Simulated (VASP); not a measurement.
# GeH₄: convergence, relaxation of the atoms

GeH₄, molecule in box, 5 atoms in the cell. PBE, relaxation of the atoms; PAW potentials Ge_d, H (PBE set). VASP 6.6.1.

Wanted: energy within 1 meV/atom; two shortest distances of each atom within 0.01 Å.

POSCAR:
```
GeH4
1.0
   12.0000000000      0.0000000000      0.0000000000
    0.0000000000     12.0000000000      0.0000000000
    0.0000000000      0.0000000000     12.0000000000
Ge H
1 4
Direct
    0.5091030000      0.4748630000      0.5215320000
    0.5952500000      0.4123130000      0.5789180000
    0.4007660000      0.4709660000      0.5970790000
    0.4813640000      0.4145170000      0.4110640000
    0.5378300000      0.5904540000      0.4964990000
```

The series start from Force threshold EDIFFG (eV/Å): -0.02; Electronic threshold EDIFF (eV): 1e-6; Relaxation method: conjugate gradient, POTIM 0.5; Mixing and least electronic steps: default. Each series keeps the choices made before it, and each single choice may use up half of a tolerance.

## Force threshold EDIFFG (eV/Å)

| Force threshold EDIFFG (eV/Å) | Energy less reference (meV/atom) | Two shortest distances of each atom, largest deviation (Å) | Time (s) |
|---|---|---|---|
| -0.1 | 0.4 | 0.010 | 25 |
| -0.05 | 0.0 | 0.003 | 38 |
| -0.03 | 0.0 | 0.003 | 49 |
| -0.02 | 0.0 | 0.003 | 34 |
| -0.01 | 0.0 | 0.001 | 41 |
| -0.005 | 0.0 | 0.000 | 54 |
| -0.002 (reference) | 0.0 | 0.000 | 55 |

## Electronic threshold EDIFF (eV)

| Electronic threshold EDIFF (eV) | Energy less reference (meV/atom) | Two shortest distances of each atom, largest deviation (Å) | Time (s) |
|---|---|---|---|
| 0.001 | 0.0 | 0.002 | 22 |
| 0.0001 | 0.0 | 0.002 | 22 |
| 1e-5 | 0.0 | 0.001 | 30 |
| 1e-6 | 0.0 | 0.000 | 38 |
| 1e-7 (reference) | 0.0 | 0.000 | 50 |

## Relaxation method

| Relaxation method | Energy less reference (meV/atom) | Two shortest distances of each atom, largest deviation (Å) | Time (s) |
|---|---|---|---|
| conjugate gradient, POTIM 0.5 | 0.0 | 0.000 | 22 |
| conjugate gradient, POTIM 0.2 | 0.0 | 0.002 | 28 |
| conjugate gradient, POTIM 1.0 | 0.0 | 0.008 | 26 |
| quasi-Newton, POTIM 0.5 | 0.2 | 0.010 | 15 |
| quasi-Newton, POTIM 0.3, 10 steps kept | 0.0 | 0.003 | 12 |
| quasi-Newton, POTIM 0.5, at least 5 electronic steps | 0.1 | 0.008 | 17 |
| damped dynamics, POTIM 0.2, SMASS 0.4 | 0.0 | 0.001 | 16 |
| damped dynamics, POTIM 0.4, SMASS 0.8 | no result | no result | 132 |
| velocity quench, POTIM 0.1 | 0.1 | 0.009 | 12 |

## Mixing and least electronic steps

| Mixing and least electronic steps | Energy less reference (meV/atom) | Two shortest distances of each atom, largest deviation (Å) | SCF iterations | Time (s) |
|---|---|---|---|---|
| default | 0.0 | 0.000 | 28 | 12 |
| MAXMIX 40 | 0.1 | 0.001 | 26 | 9.1 |
| NELMIN 4 | 0.2 | 0.006 | 33 | 10 |
| NELMIN 4, MAXMIX 40 | 0.2 | 0.006 | 31 | 12 |
| ALGO Fast | 0.0 | 0.002 | 39 | 20 |

## Question

The rows run from the loosest to the tightest (no order: relaxation method, mixing and least electronic steps). For each series: choose the loosest value from which every tighter one stays within half of the tolerance; where there is no order, keep the first row unless others stay within half of the tolerance and take at least 30 % less time, and then take the fastest.

## Answer

- Force threshold EDIFFG (eV/Å): -0.05
- Electronic threshold EDIFF (eV): 0.001
- Relaxation method: quasi-Newton, POTIM 0.3, 10 steps kept
- Mixing and least electronic steps: default

## All choices together

| Input | Energy less reference (meV/atom) | Two shortest distances of each atom, largest deviation (Å) | Time (s) |
|---|---|---|---|
| program defaults (naive) | 0.4 | 0.011 | 16 |
| chosen settings | 0.0 | 0.004 | 12 |
| reference settings throughout | 0.0 | 0.000 | 84 |

The tolerance is met.

## The input

INCAR:
```
  PREC = Normal
  ENCUT = 350
  EDIFF = 0.001
  ISMEAR = 0
  SIGMA = 0.01
  ISYM = 0
  LREAL = False
  LASPH = True
  NELM = 100
  ALGO = Normal
  LWAVE = False
  LCHARG = False
  IBRION = 1
  NSW = 150
  ISIF = 2
  EDIFFG = -0.05
  POTIM = 0.3
  KPAR = 1
  NFREE = 10
```

KPOINTS:
```
k-points
0
Gamma
  1 1 1
```

Commands:
```
cat potpaw_PBE.64/Ge_d/POTCAR potpaw_PBE.64/H/POTCAR > POTCAR
mpirun -np 4 vasp_gam > vasp.out
```

The chosen input took VASP 6.6.1 12 s on 4 cores (Intel Xeon 6975P-C (Granite Rapids)), a shared host.

## An input that fails: no relaxation method typed, so the run becomes molecular dynamics without a time step

VASP's message: Fatal error! IBRION=0, but no entry for POTIM on file INCAR. MUST be specified!.

Changes against the starting input:
```
- IBRION = 2
- POTIM = 0.5
```
